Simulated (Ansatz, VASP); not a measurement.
# SnTe: VASP beside Ansatz

```
CELL_PARAMETERS angstrom
4.45597 0.00000 0.00000
2.22799 3.85899 0.00000
2.22799 1.28633 3.63829
ATOMIC_POSITIONS crystal
Sn 0.00000 0.00000 0.00000
Te 0.50000 0.50000 0.50000
```

Alike in both runs: task relaxation of cell and atoms; functional LDA; k mesh 4 × 4 × 4; no spin polarisation.

```csv
,VASP,Ansatz
version,VASP 6.6.1,Ansatz 0.2.0
potentials or method,"VASP PAW LDA potentials, release 64 (Sn_d, Te)","plane waves, PAW"
plane-wave cutoff (eV),600,420
occupations,"gaussian, width 0.01 eV",fixed
valence electrons in the cell,20,30
```

```csv
,VASP,Ansatz,Ansatz less VASP
"gap on the k mesh at the Fermi level, each at its own relaxed structure (eV)",0.24,0.23,-0.007
relaxed volume (Å³/atom),29.94,29.88,-0.059
relaxed cell length with the largest relative difference (Å),4.391,4.388,-0.0029
energy change over the relaxation (meV/atom),-9,-10,-0.9
```

The two sets of potentials don't hold the same shells in valence.

Caveats: the k mesh is coarse (spacing up to 0.43 Å⁻¹), so the values aren't converged; spin-orbit coupling is left out, which moves the levels of the heavy elements. Zero-point motion and thermal expansion aren't in these numbers. LDA usually gives volumes a few per cent too small.
